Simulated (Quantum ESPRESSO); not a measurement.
NaI: electronic dielectric constant by level of theory

**What was measured.** The electronic dielectric constant of NaI (Fm-3m) is reported as 3.01 (a printed reference work). The runs below try to reproduce it.

```cif
data_structure
_symmetry_space_group_name_H-M 'P 1'
_symmetry_Int_Tables_number 1
_cell_length_a 4.5770
_cell_length_b 4.5770
_cell_length_c 4.5770
_cell_angle_alpha 60.000
_cell_angle_beta 60.000
_cell_angle_gamma 60.000
_cell_volume 67.80
loop_
_atom_site_label
_atom_site_type_symbol
_atom_site_fract_x
_atom_site_fract_y
_atom_site_fract_z
_atom_site_occupancy
I1 I 0.50000 0.50000 0.50000 1
Na1 Na 0.00000 0.00000 0.00000 1
```

| rung | level | program and potentials | cutoff (eV) | k mesh | task | core time | chip | electronic dielectric constant | miss | notes |
| --- | --- | --- | --- | --- | --- | --- | --- | --- | --- | --- |
| LDA | LDA | Quantum ESPRESSO, GBRV 1.5 LDA | 612 | 6 × 6 × 6, shifted | dielectric tensor | 2.6 min | Intel Xeon Platinum 8488C Sapphire Rapids | 3.46 | +15.0 % | - |
| GGA | AM05 | Quantum ESPRESSO, GBRV 1.5 PBE | 612 | 6 × 6 × 6, shifted | dielectric tensor | 2.9 min | Intel Xeon Platinum 8488C Sapphire Rapids | 3.36 | +11.6 % | potentials made for PBE |
| GGA | WC | Quantum ESPRESSO, GBRV 1.5 PBE | 612 | 6 × 6 × 6, shifted | dielectric tensor | 2.9 min | Intel Xeon Platinum 8488C Sapphire Rapids | 3.42 | +13.6 % | potentials made for PBE |
| GGA | PBEsol | Quantum ESPRESSO, GBRV 1.5 PBEsol | 612 | 6 × 6 × 6, shifted | dielectric tensor | 2.9 min | Intel Xeon Platinum 8488C Sapphire Rapids | 3.42 | +13.6 % | - |
| GGA | PBE | Quantum ESPRESSO, GBRV 1.5 PBE | 612 | 6 × 6 × 6, shifted | dielectric tensor | 3 min | Intel Xeon Platinum 8488C Sapphire Rapids | 3.38 | +12.3 % | - |
| GGA | BLYP | Quantum ESPRESSO, GBRV 1.5 PBE | 612 | 6 × 6 × 6, shifted | dielectric tensor | 3.1 min | Intel Xeon Platinum 8488C Sapphire Rapids | 3.29 | +9.3 % | potentials made for PBE |
| LDA | LDA | Quantum ESPRESSO, JTH 2.0 LDA | 707 | 4 × 4 × 4, shifted | phonons | 3.2 min | Arm Neoverse V1 | 3.66 | +21.6 % | cell relaxed first (30.30 Å³/atom) |
| GGA | PBE | Quantum ESPRESSO, SPMS 1.0 PBE | 952 | 4 × 4 × 4, shifted | phonons | 4.7 min | Arm Neoverse V1 | 3.34 | +11.0 % | cell relaxed first (34.98 Å³/atom) |

Times are single runs on shared hosts and different chips, so they are rough; meshes, cutoffs and the tasks' sizes weigh on the time. All rows: no spin polarisation. The cell comes from a database and isn't always the measured one. Meshes differ between rows, which moves values too. All levels ran on this one cell, unrelaxed unless noted. Meshes are those of the run's cell of 2 atoms unless a note names another. Misses use the values as printed. Runs on faulty files, with rough fits or with known faults for this quantity aren't shown. No row holds spin-orbit coupling.

By rung: LDA 3.46; LDA in relaxed cells 3.66; GGA 3.29 to 3.42; GGA in relaxed cells 3.34. Measured: 3.01 (a printed reference work). Closest is BLYP (+9.3 %), and PBE misses by +11.0 % to +12.3 % on plain settings. The runs are for a static lattice, while measurements hold temperature and zero-point motion.
